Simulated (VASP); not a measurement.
# AlN (Fm-3m) in VASP: further runs

Runs on AlN. Level: LDA. Tasks: single point.

Everything below comes from runs of VASP 6.6.1. Logs are shortened: lines on timing, memory, paths and dates and some standing lists are left out, and cuts for length are marked.

### Step 1. The structure

Symmetry: Fm-3m, No. 225, cubic system. Conventional cell: a = 4.069 Å, b = 4.069 Å, c = 4.069 Å, α = 90.00°, β = 90.00°, γ = 90.00°. Al (site symmetry m-3m) has 6 N at 2.03 Å as nearest neighbours. Around N (site symmetry m-3m) lie 6 Al at 2.03 Å.

Measurements of this composition are mostly on another form, of space group No. 186.

### Step 2. Single point, LDA

File INCAR:

```
  PREC = Accurate
  ENCUT = 520
  EDIFF = 1E-7
  ISMEAR = 0
  SIGMA = 0.05
  LREAL = False
  LASPH = True
  NELM = 60
  ALGO = Fast
  ISIF = 2
  LWAVE = False
  LCHARG = True
  GGA = CA
  LELF = True
  LVHAR = True
  NBANDS = 11
```

File KPOINTS:

```
Automatic mesh
0
Gamma
  10 10 10
```

File POSCAR:

```
AlN
1.0
    0.0000000000      2.0345180000      2.0345180000
    2.0345180000      0.0000000000      2.0345180000
    2.0345180000      2.0345180000      0.0000000000
Al N
1 1
Direct
    0.5000000000      0.5000000000      0.5000000000
    0.0000000000      0.0000000000      0.0000000000
```

Potentials or basis: VASP PAW LDA potentials, release 64 (Al, N).

Launch:

```sh
cat potpaw_LDA.64/Al/POTCAR potpaw_LDA.64/N/POTCAR > POTCAR
mpirun -np 1 vasp_std > vasp.out
```

OUTCAR:

```text
PREC = Accurate
   ENCUT = 520
   EDIFF = 1E-7
   ISMEAR = 0
   LREAL = False
   LASPH = True
   NELM = 60
   ISIF = 2
   GGA = CA

 ion  position               nearest neighbor table
   1  0.500  0.500  0.500-   2 2.03   2 2.03   2 2.03   2 2.03   2 2.03   2 2.03
   2  0.000  0.000  0.000-   1 2.03   1 2.03   1 2.03   1 2.03   1 2.03   1 2.03

  LATTYP: Found a face centered cubic cell.
 ALAT       =     4.0690360000

  Lattice vectors:

 A1 = (   0.0000000000,   2.0345180000,   2.0345180000)
 A2 = (   2.0345180000,   0.0000000000,   2.0345180000)
 A3 = (   2.0345180000,   2.0345180000,   0.0000000000)

Analysis of symmetry for initial positions (statically):
=====================================================================
 Subroutine PRICEL returns:
 Original cell was already a primitive cell.

 Routine SETGRP: Setting up the symmetry group for a
 face centered cubic supercell.

 Subroutine GETGRP returns: Found 48 space group operations
 (whereof 48 operations were pure point group operations)
 out of a pool of 48 trial point group operations.

The static configuration has the point symmetry O_h .

Analysis of symmetry for dynamics (positions and initial velocities):
=====================================================================
 Subroutine PRICEL returns:
 Original cell was already a primitive cell.

 Routine SETGRP: Setting up the symmetry group for a
 face centered cubic supercell.

 Subroutine GETGRP returns: Found 48 space group operations
 (whereof 48 operations were pure point group operations)
 out of a pool of 48 trial point group operations.

The dynamic configuration has the point symmetry O_h .

 Subroutine INISYM returns: Found 48 space group operations
 (whereof 48 operations are pure point group operations),
 and found     1 'primitive' translations

----------------------------------------------------------------------------------------

                                     Primitive cell

  volume of cell :      16.8428

  direct lattice vectors                    reciprocal lattice vectors
     0.000000000  2.034518000  2.034518000    -0.245758455  0.245758455  0.245758455
     2.034518000  0.000000000  2.034518000     0.245758455 -0.245758455  0.245758455
     2.034518000  2.034518000  0.000000000     0.245758455  0.245758455 -0.245758455

  length of vectors
     2.877242948  2.877242948  2.877242948     0.425666130  0.425666130  0.425666130

  position of ions in fractional coordinates (direct lattice)
     0.500000000  0.500000000  0.500000000
     0.000000000  0.000000000  0.000000000

  ion indices of the primitive-cell ions
   primitive index   ion index
                 1           1
                 2           2

----------------------------------------------------------------------------------------

 KPOINTS: Automatic mesh

Automatic generation of k-mesh.
 Grid dimensions read from file:
 generate k-points for:   10   10   10

 Generating k-lattice:

  Cartesian coordinates                     Fractional coordinates (reciprocal lattice)
    -0.024575845  0.024575845  0.024575845     0.100000000  0.000000000  0.000000000
     0.024575845 -0.024575845  0.024575845     0.000000000  0.100000000  0.000000000
     0.024575845  0.024575845 -0.024575845     0.000000000  0.000000000  0.100000000

  Length of vectors
     0.042566613  0.042566613  0.042566613

  Shift w.r.t. Gamma in fractional coordinates (k-lattice)
     0.000000000  0.000000000  0.000000000

 Subroutine IBZKPT returns following result:
 ===========================================

 Found     47 irreducible k-points:

 Following reciprocal coordinates:
            Coordinates               Weight
  0.000000  0.000000  0.000000      1.000000
  0.100000  0.000000  0.000000      8.000000
  0.200000  0.000000  0.000000      8.000000
  0.300000  0.000000  0.000000      8.000000
  0.400000  0.000000  0.000000      8.000000
  0.500000  0.000000  0.000000      4.000000
[... 16 lines left out ...]
  0.300000  0.300000  0.000000      6.000000
  0.400000  0.300000  0.000000     24.000000
 [... further k-points ...]
   k-points           NKPTS =     47   k-points in BZ     NKDIM =     47   number of bands    NBANDS=     11
   number of dos      NEDOS =    301   number of ions     NIONS =      2
   total plane-waves  NPLWV =  13824
   dimension x,y,z NGX =    24 NGY =   24 NGZ =   24
   dimension x,y,z NGXF=    48 NGYF=   48 NGZF=   48
   ions per type =               1   1
   NGX,Y,Z   is equivalent  to a cutoff of  13.87, 13.87, 13.87 a.u.
   NGXF,Y,Z  is equivalent  to a cutoff of  27.73, 27.73, 27.73 a.u.
 SYSTEM =  unknown system
   PREC   = accura    normal or accurate (medium, high low for compatibility)
   ISTART =      0    job   : 0-new  1-cont  2-samecut
   ICHARG =      2    charge: 1-file 2-atom 10-const
   ISPIN  =      1    spin polarized calculation?
   LNONCOLLINEAR =      F non collinear calculations
   LSORBIT =      F    spin-orbit coupling
   LASPH  =      T    aspherical Exc in radial PAW
   ENCUT  =  520.0 eV  38.22 Ry    6.18 a.u.   5.35  5.35  5.35*2*pi/ulx,y,z
   NELM   =     60;   NELMIN=  2; NELMDL= -5     # of ELM steps
   EDIFF  = 0.1E-06   stopping-criterion for ELM
   LREAL  =      F    real-space projection
   EDIFFG = 0.1E-05   stopping-criterion for IOM
   NSW    =      0    number of steps for IOM
   IBRION =     -1    ionic relax: 0-MD 1-quasi-New 2-CG
   NFREE  =      0    steps in history (QN), initial steepest desc. (CG)
   ISIF   =      2    stress and relaxation
   ISYM   =      2    0-nonsym 1-usesym 2-fastsym
   POTIM  = 0.5000    time-step for ionic-motion
   TEBEG  =    0.0;   TEEND  =   0.0 temperature during run
   PSTRESS=    0.0 pullay stress
   NELECT =       8.0000    total number of electrons
   NUPDOWN=      -1.0000    fix difference up-down
   EMIN   =  10.00;   EMAX   =-10.00  energy-range for DOS
   EFERMI =   0.00;   METHOD = LEGACY
   ISMEAR =     0;   SIGMA  =   0.05  broadening in eV -4-tet -1-fermi 0-gaus
   EFERMI_NEDOS =   21; number of points for ismear=-14 and -15
   IALGO  =     68    algorithm
   IMIX   =      4    mixing-type and parameters
     AMIX     =   0.40;   BMIX     =  1.00
     AMIX_MAG =   1.60;   BMIX_MAG =  1.00
  volume/ion in A,a.u.               =       8.42        56.83
  Fermi-wavevector in a.u.,A,eV,Ry     =   1.277321  2.413786 22.198561  1.631548
  Thomas-Fermi vector in A             =   2.409927
   LORBIT       =      0    0 simple, 1 ext, 2 COOP (PROOUT), +10 PAW based schemes
   GGA     = CA    functional components
   LHFCALC =     F    Hartree Fock is set to
   AEXX    =    0.0000 exact exchange contribution
   IVDW    =     0    specifies the selected vdW correction
   LEPSILON=     F    determine dielectric tensor
   LRPA    =     F    only Hartree local field effects (RPA)
 non-spin polarized calculation
 RMM-DIIS sequential band-by-band and
 Gauss-broadening in eV      SIGMA  =   0.05
  energy-cutoff  :      520.00
  volume of cell :       16.84
 maximum number of plane-waves:       469
 NGX is ok and might be reduce to    24
   NGX = 11   NGY = 11   NGZ = 11

 number of electron       8.0000000 magnetization

 Free energy of the ion-electron system (eV)
  ---------------------------------------------------
  ext. energy  EPLUGINS =         0.00000000
  ---------------------------------------------------
  free energy    TOTEN  =       -16.20853333 eV

  energy without entropy =      -16.20853333  energy(sigma->0) =      -16.20853333

 E-fermi :   9.7962     XC(G=0): -12.4850

 val. band max:        9.4632929491   @ k =   0.0000   0.0000   0.0000
 cond. band min:      13.7447960259   @ k =   0.5000   0.5000   0.0000
 fundamental gap:      4.2815030768
 Fermi energy:         9.7962199113

 k-point     1 :       0.0000    0.0000    0.0000
  band No.  band energies     occupation
      1      -7.7714      2.00000
      2       9.4633      2.00000
      3       9.4633      2.00000
      4       9.4633      2.00000
      5      14.9627      0.00000
      6      21.4291      0.00000
      7      21.4291      0.00000
      8      21.4291      0.00000
      9      26.6008      0.00000
     10      26.9596      0.00000
     11      26.9596      0.00000

 k-point     2 :       0.1000    0.0000    0.0000
  band No.  band energies     occupation
      1      -7.5678      2.00000
      2       8.4598      2.00000
      3       9.3446      2.00000
      4       9.3446      2.00000
      5      15.5768      0.00000
      6      20.5407      0.00000
      7      21.7150      0.00000
      8      21.7150      0.00000
      9      25.2662      0.00000
     10      25.2662      0.00000
     11      27.2083      0.00000

 k-point     3 :       0.2000    0.0000    0.0000
  band No.  band energies     occupation
      1      -6.9746      2.00000
      2       6.3469      2.00000
      3       9.0566      2.00000
      4       9.0566      2.00000
      5      16.2241      0.00000
      6      20.0097      0.00000
      7      21.8218      0.00000
      8      21.8218      0.00000
      9      24.7289      0.00000
     10      24.7289      0.00000
     11      26.5045      0.00000
[... 267 lines left out ...]
 k-point    23 :       0.3000    0.3000    0.0000
  band No.  band energies     occupation
      1      -5.5260      2.00000
      2       4.7404      2.00000
      3       7.4658      2.00000
      4       7.4658      2.00000
      5      16.0066      0.00000
      6      16.0747      0.00000
      7      20.8947      0.00000
      8      24.6722      0.00000
      9      24.6722      0.00000
     10      29.6588      0.00000
     11      32.9572      0.00000

 k-point    24 :       0.4000    0.3000    0.0000
  band No.  band energies     occupation
      1      -4.7670      2.00000
      2       3.7117      2.00000
      3       6.6996      2.00000
      4       7.2124      2.00000
      5      15.3409      0.00000
      6      16.2240      0.00000
      7      21.3486      0.00000
      8      24.6161      0.00000
      9      25.3453      0.00000
     10      30.8922      0.00000
     11      33.6501      0.00000

 [... further k-points ...]

------------------------ aborting loop because EDIFF is reached ----------------------------------------

  FORCE on cell =-STRESS in cart. coord.  units (eV):
  Direction    XX          YY          ZZ          XY          YZ          ZX
  --------------------------------------------------------------------------------------
  -------------------------------------------------------------------------------------
  Total       -1.0853128     -1.0853128     -1.0853128      0.0000000      0.0000000      0.0000000
  in kB     -103.2406950   -103.2406950   -103.2406950      0.0000000      0.0000000      0.0000000
  external PRESSURE =    -103.2406950 kB  Pullay stress =       0.0000000 kB

 VOLUME and BASIS-vectors are now :
 -----------------------------------------------------------------------------
  energy-cutoff  :      520.00
  volume of cell :       16.84
      direct lattice vectors                 reciprocal lattice vectors
     0.000000000  2.034518000  2.034518000    -0.245758455  0.245758455  0.245758455
     2.034518000  0.000000000  2.034518000     0.245758455 -0.245758455  0.245758455
     2.034518000  2.034518000  0.000000000     0.245758455  0.245758455 -0.245758455

 POSITION                                       TOTAL-FORCE (eV/Angst)
 -----------------------------------------------------------------------------------
      2.03452      2.03452      2.03452        -0.000000      0.000000     -0.000000
      0.00000      0.00000      0.00000         0.000000     -0.000000      0.000000
 -----------------------------------------------------------------------------------
    total drift:                                0.000000     -0.000000     -0.000000

  FREE ENERGIE OF THE ION-ELECTRON SYSTEM (eV)
  ---------------------------------------------------
  free  energy   TOTEN  =       -16.2085333288 eV

  energy  without entropy=      -16.2085333288  energy(sigma->0) =      -16.20853333
```

It took 6 s on 1 thread of Intel Xeon Platinum 8488C (Sapphire Rapids), shared host; peak memory 0.12 GiB.

What came out:

```
Free energy            : -16.2085 eV
Pressure               : -10.3 GPa
Band gap on the k mesh : 4.28 eV, indirect (least direct gap 5.50 eV)
```

### Step 3. Single point, LDA

File INCAR:

```
PREC = Accurate
ENCUT = 520
EDIFF = 1E-6
ISMEAR = 0
SIGMA = 0.05
LREAL = False
LASPH = True
NELM = 80
ALGO = Fast
ISIF = 2
LWAVE = False
LCHARG = False
NBANDS = 11
```

File KPOINTS:

```
regular mesh
0
Gamma
  10 10 10
```

POSCAR is that of step 2.

Potentials or basis: VASP PAW LDA potentials, release 64 (Al, N).

Launch:

```sh
cat potpaw_LDA.64/Al/POTCAR potpaw_LDA.64/N/POTCAR > POTCAR
mpirun -np 1 vasp_std > vasp.out
```

OUTCAR:

```text
PREC = Accurate
   ENCUT = 520
   EDIFF = 1E-6
   ISMEAR = 0
   LREAL = False
   LASPH = True
   NELM = 80
   ISIF = 2

 ion  position               nearest neighbor table
   1  0.500  0.500  0.500-   2 2.03   2 2.03   2 2.03   2 2.03   2 2.03   2 2.03
   2  0.000  0.000  0.000-   1 2.03   1 2.03   1 2.03   1 2.03   1 2.03   1 2.03

  LATTYP: Found a face centered cubic cell.
 ALAT       =     4.0690360000

  Lattice vectors:

 A1 = (   0.0000000000,   2.0345180000,   2.0345180000)
 A2 = (   2.0345180000,   0.0000000000,   2.0345180000)
 A3 = (   2.0345180000,   2.0345180000,   0.0000000000)

Analysis of symmetry for initial positions (statically):
=====================================================================
 Subroutine PRICEL returns:
 Original cell was already a primitive cell.

 Routine SETGRP: Setting up the symmetry group for a
 face centered cubic supercell.

 Subroutine GETGRP returns: Found 48 space group operations
 (whereof 48 operations were pure point group operations)
 out of a pool of 48 trial point group operations.

The static configuration has the point symmetry O_h .

Analysis of symmetry for dynamics (positions and initial velocities):
[... 173 lines left out ...]
      3       9.4632      2.00000
      4       9.4632      2.00000
      5      14.9626      0.00000
      6      21.4291      0.00000
      7      21.4291      0.00000
      8      21.4291      0.00000
      9      26.6008      0.00000
     10      26.9596      0.00000
     11      26.9596      0.00000
[... 309 lines left out ...]
 k-point    24 :       0.4000    0.3000    0.0000
  band No.  band energies     occupation
      1      -4.7671      2.00000
      2       3.7117      2.00000
      3       6.6995      2.00000
      4       7.2123      2.00000
      5      15.3409      0.00000
      6      16.2240      0.00000
      7      21.3486      0.00000
      8      24.6160      0.00000
      9      25.3453      0.00000
     10      30.8922      0.00000
     11      33.6502      0.00000

 [... further k-points ...]

------------------------ aborting loop because EDIFF is reached ----------------------------------------

  FORCE on cell =-STRESS in cart. coord.  units (eV):
  Direction    XX          YY          ZZ          XY          YZ          ZX
  --------------------------------------------------------------------------------------
  -------------------------------------------------------------------------------------
  Total       -1.0851164     -1.0851164     -1.0851164     -0.0000000     -0.0000000     -0.0000000
  in kB     -103.2220125   -103.2220125   -103.2220125     -0.0000000     -0.0000000     -0.0000000
  external PRESSURE =    -103.2220125 kB  Pullay stress =       0.0000000 kB

 VOLUME and BASIS-vectors are now :
 -----------------------------------------------------------------------------
  energy-cutoff  :      520.00
  volume of cell :       16.84
      direct lattice vectors                 reciprocal lattice vectors
     0.000000000  2.034518000  2.034518000    -0.245758455  0.245758455  0.245758455
     2.034518000  0.000000000  2.034518000     0.245758455 -0.245758455  0.245758455
     2.034518000  2.034518000  0.000000000     0.245758455  0.245758455 -0.245758455

 POSITION                                       TOTAL-FORCE (eV/Angst)
 -----------------------------------------------------------------------------------
      2.03452      2.03452      2.03452         0.000000     -0.000000      0.000000
      0.00000      0.00000      0.00000        -0.000000      0.000000     -0.000000
 -----------------------------------------------------------------------------------
    total drift:                                0.000000     -0.000000     -0.000000

  FREE ENERGIE OF THE ION-ELECTRON SYSTEM (eV)
  ---------------------------------------------------
  free  energy   TOTEN  =       -16.2085334096 eV

  energy  without entropy=      -16.2085334096  energy(sigma->0) =      -16.20853341
```

stdout:

```text
POSCAR found type information on POSCAR AlN
 POSCAR found :  2 types and       2 ions
 scaLAPACK will be used
 LDA part: xc-table for (Slater(with rela. corr.)+CA(PZ))
 , standard interpolation
 POSCAR, INCAR and KPOINTS ok, starting setup
 FFT: planning ... GRIDC
 FFT: planning ... GRID_SOFT
 FFT: planning ... GRID
 WAVECAR not read
 entering main loop
```

Run time: 5.3 s. Hardware: 1 thread of Intel Xeon Platinum 8488C (Sapphire Rapids), shared host; peak memory 0.12 GiB.

What came out:

| Item | Value |
| --- | --- |
| Free energy | -16.2085 eV |
| Pressure | -10.3 GPa |
| Band gap on the k mesh | 4.28 eV, indirect (least direct gap 5.50 eV) |

Levels at points of the mesh, in eV from the valence-band top:
```tsv
k point	band 1	band 2	band 3	band 4	band 5	band 6	band 7	band 8	band 9
(0.00, 0.00, 0.00)	-17.23	0.00	0.00	0.00	5.50	11.97	11.97	11.97	17.14
(0.50, 0.00, 0.00)	-13.97	-8.22	-1.05	-1.05	6.01	10.65	10.65	12.83	15.68
(0.50, 0.50, 0.00)	-12.99	-7.28	-2.76	-2.76	4.28	5.23	13.66	16.69	16.69
```

A k mesh can miss the band edges. Expect the measured gap to be larger: semilocal functionals such as LDA lack the derivative discontinuity.
